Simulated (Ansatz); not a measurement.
Runs of Ansatz 0.2.0 on LiCl. The structure is cubic, space group Fm-3m (No. 225). Conventional cell: a = 5.130 Å, b = 5.130 Å, c = 5.130 Å, α = 90.00°, β = 90.00°, γ = 90.00°. Cl (site symmetry m-3m) has 6 Li at 2.56 Å as nearest neighbours. Li (site symmetry m-3m) is surrounded by 6 Cl at 2.56 Å. 

```csv
task,level,cell,cutoff (eV),smearing,gap on the mesh (eV),pressure (GPa),relaxed volume (Å³/atom)
relaxation of cell and atoms,revPBE,relaxed,-,fermi-dirac 0.05 eV,(b),0.0,(c)
single point,PBE,as given,161,gaussian 0.022 eV,6.33,(a),-
band structure,LDA,as given,161,fermi-dirac 0.05 eV,5.99,-3.2,-
relaxation of cell and atoms,PBE,relaxed,-,fermi-dirac 0.05 eV,6.26,0.0,17.08
relaxation of cell and atoms,PBEsol+D3(BJ),relaxed,-,fermi-dirac 0.05 eV,6.67,0.0,15.37
```

Alike in all rows: potentials or basis all-electron LAPW, scalar-relativistic; no spin polarisation; k mesh 9 × 9 × 9; basis error allowed 0.001 eV/atom.

Q: Fill in the values left out.

A: (a) 0.4; (b) 6.17; (c) 18.04.

Caveats: an odd mesh through Γ misses points on the zone boundary, where band edges often lie (some runs).
